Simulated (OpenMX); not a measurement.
WS2, a slab with vacuum:

```
W S
1.0
     3.18352    0.00000    0.00000
    -1.59176    2.75701    0.00000
     0.00000    0.00000   16.95058
W S
1 2
Direct
  0.99775 0.00096 0.99765
  0.33985 0.65947 0.09287
  0.33153 0.65848 0.90878
```

The cell isn't the ideal one: atoms moved at random, drawn with an rms of 0.05 Å.

Base run:

```yaml
Program: OpenMX 3.8.5
Functional: PBE
Potentials_or_basis: OpenMX 2013 PBE set, W7.0-s3p2d2f1, S7.0-s2p2d1f1, grid cutoff 160 Ry
k_mesh: 11 × 11 × 3
Occupations: fermi-dirac, width 0.05 eV
Spin: no spin polarisation
```

Its results: band gap on the k mesh 1.83 eV, indirect (least direct gap 2.06 eV); largest force 2.006 eV/Å.

**Question.** The run is repeated on the same cell with these changes: potentials or basis from OpenMX 2013 PBE set, W7.0-s3p2d2f1, S7.0-s2p2d1f1, grid cutoff 160 Ry to OpenMX 2013 PBE set, W7.0-s3p2d2f1, S7.0-s2p2d1f1, grid cutoff 400 Ry; k mesh from 11 × 11 × 3 to 7 × 7 × 1. What comes out?

**Answer.** Band gap on the k mesh 1.97 eV, indirect (least direct gap 2.43 eV); largest force 2.004 eV/Å.

Caveats: spin-orbit coupling is left out, which moves the levels of the heavy elements; the basis of atomic orbitals isn't converged, which shifts pressures, moduli and gaps; the real-space grid is coarse for these elements, which adds noise of up to some 20 meV/atom to energies and shifts forces, pressures and volumes (some runs).

A k mesh can miss the band edges.
